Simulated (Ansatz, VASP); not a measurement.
One calculation of Na, two programs

```
CELL_PARAMETERS angstrom
-1.87413 1.87413 2.63728
1.87413 -1.87413 2.63728
1.90245 1.90245 -2.63728
ATOMIC_POSITIONS crystal
Na 0.00000 0.00000 0.00000
```

Change from the starting cell: strain +0.0150 x Voigt [0, 0, 0, 0, 0, 1], atoms carried along.

Alike in both runs: task single point; functional r2SCAN; k mesh 18 × 18 × 18; occupations gaussian, width 0.15 eV; no spin polarisation.

|  | VASP | Ansatz |
| --- | --- | --- |
| version | VASP 6.6.1 | Ansatz 0.2.0 |
| potentials or method | VASP PAW PBE potentials, release 64 (Na_pv) | scalar-relativistic, plane waves, PAW |
| plane-wave cutoff (eV) | 520 | 500 |
| valence electrons in the cell | 7 | 9 |

```csv
,VASP,Ansatz,Ansatz less VASP
gap on the k mesh at the Fermi level (eV),none,none,-
pressure (GPa),0.0,0.0,+0.05
```

A gap of «none» marks a metal or a gap that the smearing closes. The two sets of potentials don't hold the same shells in valence.

Caveats: the PAW data sets were made with another functional, which shifts forces and pressure a little (VASP).
